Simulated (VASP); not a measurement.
A run of VASP 6.6.1:

File INCAR:

```
ALGO = Normal
EDIFF = 1E-7
EDIFFG = -0.005
ENCUT = 600
GGA = PE
IBRION = 2
ISIF = 3
ISMEAR = 1
LASPH = T
LCHARG = F
LREAL = F
LWAVE = F
NELM = 80
NSW = 90
PREC = Accurate
SIGMA = 0.1
```

Contents of KPOINTS:

```
k-points
0
Gamma
  12 12 12
```

File POSCAR:

```
Ca                                      
1.0
   -0.0000000000      2.7640888109      2.7640888109
    2.7640888109      0.0000000000      2.7640888109
    2.7640888109      2.7640888109     -0.0000000000
  Ca            
     1
Direct
     0.0000000000000000    0.0000000000000000    0.0000000000000000
```

Potentials or basis: VASP PAW PBE potentials, release 64 (Ca_sv).

The run is started by

```console
$ cat potpaw_PBE.64/Ca_sv/POTCAR > POTCAR
$ mpirun -np 1 vasp_std > vasp.out
```

Hardware: 1 thread of Intel(R) Xeon(R) Platinum 8259CL CPU @ 2.50GHz (Skylake/Cascade Lake), with other jobs on the host.

Problem. How long does it take, and how much memory?

Solution. Wall time 41 s on 1 thread of Intel(R) Xeon(R) Platinum 8259CL CPU @ 2.50GHz (Skylake/Cascade Lake), with other jobs on the host, peak memory 0.2 GiB. Counts: scf iterations 21, k points 72, ion steps 2.
